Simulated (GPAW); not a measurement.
Runs of GPAW 26.7.0 on BN. It takes space group F-43m (No. 216, cubic). Conventional cell: a = 3.626 Å, b = 3.626 Å, c = 3.626 Å, α = 90.00°, β = 90.00°, γ = 90.00°. N (site symmetry -43m) is surrounded by 4 B at 1.57 Å. B (site symmetry -43m) is surrounded by 4 N at 1.57 Å. The cell is a database's computed one.

```csv
task,level,potentials or basis,k mesh,cutoff (eV),smearing,maxiter,data set,band path,band points,other keys,mesh quality,gap on the mesh (eV),pressure (GPa),V0 of scaled cells (Å³/atom),B0 (GPa)
equation of state,PBE,"PAW data sets generated in the run's folder for this functional, pw",10 × 10 × 10,800,fermi-dirac 0.05 eV,150,-,-,-,-,not flagged,-,-,5.96,(d)
equation of state,RPBE+D3(BJ),"the program's PAW data sets (release 1.2.1) made for this functional, pw",10 × 10 × 10,800,fermi-dirac 0.05 eV,150,-,-,-,-,not flagged,-,-,5.73,(c)
equation of state,PBE,"JTH PAW 2.0, PBE, pw",10 × 10 × 10,800,fermi-dirac 0.05 eV,150,"B jth, N jth",-,-,-,not flagged,-,-,5.95,374
single point,TB-mBJ,"GPAW PAW data sets for LDA (gpaw-data 1.2.1), pw",10 × 10 × 10,800,fermi-dirac 0.05 eV,150,-,-,-,-,not flagged,5.83,-,-,-
single point,PBE,"GPAW PAW data sets (gpaw-data 1.2.1), pw",20 × 20 × 20,800,fermi-dirac 0.05 eV,75,-,-,-,"several, not listed",not flagged,4.46,-1.6,-,-
electron localisation function,vdW-DF2,"GPAW PAW data sets (gpaw-data 1.2.1), pw",7 × 7 × 7,680,fermi-dirac 0.01 eV,150,-,-,-,-,coarse,(b),-,-,-
band structure,PBE,"SG15 ONCV 1.2, pw",10 × 10 × 10,1100,fermi-dirac 0.05 eV,150,-,"GXWKGLUWLK,UX",60,-,not flagged,4.53,(a),-,-
```

Alike in all rows: no spin polarisation; cell as given.

Task: Estimate the missing entries.

Result: (a) -1.5; (b) 5.37; (c) 397; (d) 372.

Caveats: some runs use coarse meshes; the PAW data sets were made with another functional, which shifts forces and pressure a little (some runs); the program truncates these outside data sets (some runs); a model potential gives levels but no total energy (some runs); an odd mesh through Γ misses points on the zone boundary, where band edges often lie (some runs).
